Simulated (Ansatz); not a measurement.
**CuI: frozen-core PAW against all-electron methods**

```
Cu I
1.0
     3.68271   -3.66093    0.00000
     3.68271    3.66093    0.00000
     0.00000    0.00000    4.24879
Cu I
2 2
Direct
  0.42044 0.57956 0.75000
  0.57956 0.42044 0.25000
  0.77004 0.22996 0.75000
  0.22996 0.77004 0.25000
```

Atoms are numbered in the order listed.

The cell is the one relaxed in the Materials Project (mp-1007922), not relaxed further here; entries there can be hypothetical. The listed cell was then made from it by scaling, straining or moving an atom.

No spin–orbit coupling, which matters for the heavy atoms here.

Methods: DFT, PBE, PAW with Ansatz's default frozen-core files, scalar-relativistic (Ansatz 0.2.0); DFT, PBE, all-electron LAPW, scalar-relativistic (Ansatz 0.2.0).

For PAW: a Γ-centred 5×5×6 k mesh, Fermi–Dirac smearing of 0.02 eV, cutoff 420 eV, no spin polarisation. LAPW targets a basis error of 0.5 meV/atom. The Ansatz runs share mesh, smearing and spin set-up. Plane-wave (PAW) pressures include the program's estimate of the Pulay term.

Stress and pressure are positive in compression.

The change that made this cell: volume scaled by 0.96.

PAW results:

```
              quantity     PAW
        pressure (GPa)    3.23
       stress xx (GPa)    1.24
       stress yy (GPa)    4.06
       stress zz (GPa)    4.38
force on Cu1, y (eV/Å)   0.199
 force on I3, y (eV/Å)  -0.503
         band gap (eV)   1.067
```

(1) What does all-electron LAPW give for the same quantities?

## Answers

(1) 
| quantity | LAPW |
| --- | --- |
| pressure (GPa) | 3.23 |
| stress xx (GPa) | 1.24 |
| stress yy (GPa) | 4.07 |
| stress zz (GPa) | 4.39 |
| force on Cu1, y (eV/Å) | 0.199 |
| force on I3, y (eV/Å) | -0.505 |
| band gap (eV) | 1.063 |
